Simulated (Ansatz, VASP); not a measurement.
# One calculation of Ni, two programs

```
Ni
1.0
     2.41291    0.00000    0.00000
    -1.20646    2.08964    0.00000
     0.00000    0.00000    2.35153
Ni
1
Direct
  0.00000 0.00000 0.00000
```

Alike in both runs: functional PBE; k mesh 18 × 18 × 17; occupations fermi-dirac, width 0.1 eV; collinear spin.

Ansatz relaxed the structure, and its values are those at the end. VASP's run is a single point on that final structure, the one shown.

```csv
,VASP,Ansatz
version,VASP 6.6.1,Ansatz 0.2.0
potentials or method,"VASP PAW PBE potentials, release 64 (Ni)","PAW with Ansatz's default frozen-core files, scalar-relativistic"
plane-wave cutoff (eV),520,420
valence electrons in the cell,10,18
```

```csv
,VASP,Ansatz,Ansatz less VASP
pressure (GPa),-0.2,0.0,+0.16
net moment per atom (μB),0.48,0.51,+0.024
size of the moment on the site where the two differ most (μB),0.49,0.53,+0.042
```

Site moments also hang on the region over which each program counts them. The functional is the same, so the differences come from potentials, cutoffs and numerics. The two sets of potentials don't hold the same shells in valence.
